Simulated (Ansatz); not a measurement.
## La in Ansatz: the effect of functional

La:

```
La
1.0
     3.69932    0.00000    0.00000
    -1.84966    3.20370    0.00000
     0.00000    0.00000    5.98796
La
2
Direct
  0.66667 0.33333 0.75000
  0.33333 0.66667 0.25000
```

This isn't the form of La at room conditions, which is double hcp.

The cell isn't the ideal one: volume scaled by 0.96.

Alike in all runs:

| Property | Result |
| --- | --- |
| Program | Ansatz 0.2.0 |
| Task | single point |
| Potentials or basis | Ansatz PAW |
| k mesh | 8 × 8 × 5 |
| Occupations | fermi-dirac, width 0.05 eV |
| Spin | no spin polarisation |

```csv
functional,cutoff,pressure (GPa)
LDA,420 eV (not typed: the program's choice for these potentials),?
r2SCAN,500 eV (not typed: the program's choice for these potentials),1.9
PBE,420 eV (not typed: the program's choice for these potentials),1.8
```

Question: What does the run with functional LDA give?

Answer: Pressure -1.9 GPa.

Caveats: the PAW data sets come from PBE, with cores solved anew for the run's functional, which leaves a small shift of forces and pressure (some runs); the magnetic or orbital state may not be the lowest (some runs).
